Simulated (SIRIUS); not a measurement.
## CsI in SIRIUS: convergence with density tol

CsI:

```
CELL_PARAMETERS angstrom
4.56670 0.00000 0.00000
0.00000 4.56670 0.00000
0.00000 0.00000 4.56670
ATOMIC_POSITIONS crystal
Cs 0.00000 0.00000 0.00000
I 0.50000 0.50000 0.50000
```

* Program: SIRIUS 7.10.0
* Task: single point
* Functional: PBE
* Potentials or basis: JTH 2.0 PBE (PAW)
* Cutoff: 557 eV
* Density cutoff: 5442 eV
* k mesh: 6 × 6 × 6
* Occupations: cold, width 0.05 eV
* Spin: no spin polarisation

These are the settings of the first run; the series varies density tol, with any setting tied to it.

Hardware: 1 thread of Arm Neoverse V2 (shared host).

```tsv
density tol	energy less the tightest run (meV/atom)	SCF cycles	CPU time (s)	peak memory (GiB)
0.01	0.00	26	40	0.6
0.001	0.00	26	40	0.6
0.0001	0.00	26	40	0.6
1e-05	0.00	26	40	0.6
1e-06	0.00	26	40	0.6
1e-07	0.00	26	40	0.6
```

Against the tightest run, the energy stays within 1 meV/atom from 0.01 on. The tightest run that finished is the yardstick and may itself not be fully converged.
